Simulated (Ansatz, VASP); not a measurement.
Two plane-wave programs on Al

File INCAR:

```
ALGO = Normal
EDIFF = 1E-6
EDIFFG = -0.02
ENCUT = 630
GGA = PE
IBRION = 2
ISIF = 3
ISMEAR = -1
LASPH = True
LCHARG = False
LREAL = False
LWAVE = False
NELM = 60
NSW = 40
PREC = Accurate
SIGMA = 0.05
```

Contents of KPOINTS:

```
k-points
0
Gamma
  11 11 11
```

File POSCAR:

```
Al
1.0
    0.0000000000      2.0248050000      2.0248050000
    2.0248050000      0.0000000000      2.0248050000
    2.0248050000      2.0248050000      0.0000000000
Al
1
Direct
    0.0000000000      0.0000000000      0.0000000000
```

File input.yaml:

```yaml
crystal:
  lattice:
    - [0.0, 2.024805, 2.024805]
    - [2.024805, 0.0, 2.024805]
    - [2.024805, 2.024805, 0.0]
  atoms:
    - { symbol: Al, position: [0.0, 0.0, 0.0] }
hamiltonian:
  xc: pbe
  pseudopotentials: { kind: paw }
kpoints:
  mp_grid: { grid: [11, 11, 11] }
scf:
  occupations: { method: fermi_dirac, width: 0.05 }
output:
  forces: true
  stress: true
  write_density: true
  write_potential: true
  elf: true
  volumetric_format: npy
relax:
  f_tol: 0.01
  max_steps: 40
  cell: { stress_tol: 0.05 }
```

Alike in both runs: task relaxation of cell and atoms; functional PBE; k mesh 11 × 11 × 11; occupations fermi-dirac, width 0.05 eV; no spin polarisation.

```csv
,VASP,Ansatz
version,VASP 6.6.1,Ansatz 0.2.0
potentials or method,"VASP PAW PBE potentials, release 64 (Al_GW)",Ansatz PAW
plane-wave cutoff (eV),630,420
valence electrons in the cell,3,3
```

Ansatz gave:

```
gap on the k mesh at the Fermi level, each at its own relaxed structure (eV) : none
relaxed volume (Å³/atom)                                                     : 16.51
relaxed cell length with the largest relative difference (Å)                 : 2.858
```

Question: What did VASP give for the same quantities?

Answer: gap on the k mesh at the Fermi level, each at its own relaxed structure (eV): none; relaxed volume (Å³/atom): 16.46; relaxed cell length with the largest relative difference (Å): 2.855.

A gap of «none» marks a metal or a gap that the smearing closes.

Caveats: the plane-wave basis is chosen anew once the cell has moved, so the energies of steps on either side of that aren't comparable (Ansatz).
